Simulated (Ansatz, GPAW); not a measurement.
This is a calculation of Se (Selenium) for Ansatz 0.2.0. 

Contents of input.yaml:

```yaml
crystal:
  lattice:
    - [4.3662, 0.0, 0.0]
    - [-2.1831, 3.781240118, 0.0]
    - [0.0, 0.0, 4.9536]
  atoms:
    - { symbol: Se, position: [0.7746, 0.7746, 0.0] }
    - { symbol: Se, position: [0.0, 0.2254, 0.6666666667] }
    - { symbol: Se, position: [0.2254, 0.0, 0.3333333333] }
hamiltonian:
  xc: pbe
  pseudopotentials: { kind: paw }
kpoints:
  mp_grid: { grid: [7, 7, 6] }
scf:
  occupations: { method: gaussian, width: 0.015 }
output:
  forces: true
  stress: true
  eigenvalues: true
```

Potentials or basis: Ansatz PAW.

The run is started by

```sh
$ ansatz run input.yaml --threads 2 --pin off --max-ram 5632MiB --backend cpu --events-out ev --progress --plain --runs-dir out
```

Problem. What does the same run look like in GPAW 26.7.0 (ASE script)? Potentials or basis there: GPAW PAW data sets (gpaw-data 1.2.1), cutoff 600 eV.

Solution. As run (cutoffs and basis follow the program's own potentials, and thresholds, step limits or extra output files can differ):

Contents of run.py:

```python
from ase.dft.bandgap import bandgap
from ase.io import read, write
from ase.units import GPa
from gpaw import GPAW, PW

atoms = read('Se.xyz')

calc = GPAW(mode=PW(600),
            xc='PBE',
            kpts={'size': (7, 7, 6), 'gamma': True},
            occupations={'name': 'methfessel-paxton', 'order': 0, 'width': 0.015},
            nbands=19,
            convergence={'density': 1e-05, 'energy': 1e-05},
            maxiter=150,
            txt='gpaw.txt')
atoms.calc = calc
energy = atoms.get_potential_energy()
forces = atoms.get_forces()
stress = atoms.get_stress()
calc.write('gs.gpw')
write('result.traj', atoms)
print(f'Energy: {energy:.6f} eV')
print('Forces (eV/A):')
print(forces.round(4))
print('Stress (GPa):', (stress / GPa).round(3))
print('Fermi level:', round(calc.get_fermi_level(), 4), 'eV')
print(f'Gap: {bandgap(calc)[0]:.4f} eV, direct: {bandgap(calc, direct=True)[0]:.4f} eV')
```

Se.xyz

```xyz
3
Lattice="4.3662000000 0.0000000000 0.0000000000 -2.1831000000 3.7812401180 0.0000000000 0.0000000000 0.0000000000 4.9536000000" Properties=species:S:1:pos:R:3 pbc="T T T"
Se     1.6910292600      2.9289485954      0.0000000000
Se    -0.4920707400      0.8522915226      3.3024000002
Se     0.9841414800      0.0000000000      1.6511999998
```

Potentials or basis: GPAW PAW data sets (gpaw-data 1.2.1), pw.

Launch:

```sh
$ OMP_NUM_THREADS=1 python run.py
```

Both were run:

|  | Ansatz | GPAW |
| --- | --- | --- |
| Pressure | 2.8 GPa | 2.8 GPa |
| Largest force | 0.401 eV/Å | 0.420 eV/Å |

Ansatz's pressure holds a Pulay term of +0.01 GPa for its cutoff of 420 eV, which the other run lacks.

The potentials hold 48 and 18 valence electrons a cell.

Where Ansatz's input types no cutoff or centring, it takes its own default and a Γ-centred mesh.

Pressure is positive in compression.
